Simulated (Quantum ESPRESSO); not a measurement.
Runs of Quantum ESPRESSO 7.5 on Zn. The cell holds a slab with vacuum, 5 atoms: a = 2.779 Å, b = 2.779 Å, c = 24.075 Å, α = 90.00°, β = 90.00°, γ = 120.00°. The slab is cut from a database's or a generator's crystal, which needn't be the stable form of the element.

```tsv
level	form of the LDA correlation	gap on the mesh (eV)	largest force (eV/Å)	work function (eV)
WC	-	none	(b)	4.29
PBEsol	-	none	0.09	(c)
LDA	PZ81	none	0.29	4.57
PBE	-	none	(a)	4.18
PW91	-	none	0.11	4.23
```

Alike in all rows: task work function; potentials or basis SG15 PBE 1.2; no spin polarisation; cell as given; k mesh 7 × 7 × 1; cutoff (eV) 952; smearing fermi-dirac 0.05 eV; the mesh is coarse, so values aren't converged.

Fill in the values left out.

(a) 0.13; (b) 0.07; (c) 4.30.

Caveats: all runs use coarse meshes; the potentials were made for another functional, which shifts forces and pressure (some runs).

A gap of «none» marks a metal or a gap under the smearing width.
